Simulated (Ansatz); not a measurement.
**Notes on TiPbO3**

```
Pb Ti O
1.0
     7.91315    0.00000    0.00000
     0.00000    3.95657    0.00000
     0.00000    0.00000    3.95657
Pb Ti O
2 2 6
Cartesian
  0.0000 0.0000 0.0000
  3.9566 0.0000 0.0000
  1.9783 1.9783 1.9783
  5.9349 1.9783 1.9783
  1.9783 1.9783 0.0000
  5.9349 1.9783 0.0000
  1.9783 0.0000 1.9783
  5.9349 0.0000 1.9783
  0.0000 1.9783 1.9783
  3.9566 1.9783 1.9783
```

Level: r2SCAN, with U_eff = 3.57 eV on Ti d (all-electron-ortho-atomic projectors), no spin polarisation; 500 eV; 4×7×7 Γ-centred mesh; fermi-dirac occupations (width 0.1 eV); Ansatz 0.2.0, fixed geometry.

(1) Describe some of the short contacts.

(2) Is the cell too large or too small?

(3) What is the band gap?

(4) What is the character of the valence top and the conduction bottom?

Origin: a database entry at a rescaled volume. Caveats: no spin-orbit coupling, which can shift this gap by tenths of an eV.

Results:

(1) Ti–O at 1.98 Å: least valence density 0.67 e/Å³ and ELF 0.20 there. Pb–O at 2.80 Å: least valence density 0.17 e/Å³ and ELF 0.10 there, a closed-shell (ionic or weak) contact. These are pseudo-fields; inside the PAW spheres they differ from the all-electron ones.

(2) The pressure is -1.8 GPa (compression positive), so with the atoms held at these fractions the cell would first shrink.

(3) The gap is 2.43 eV, direct at the points sampled.

(4) Within 0.7 eV of the edges, the states project mainly on O p (88 %) below the gap and on Ti d (91 %) above it.
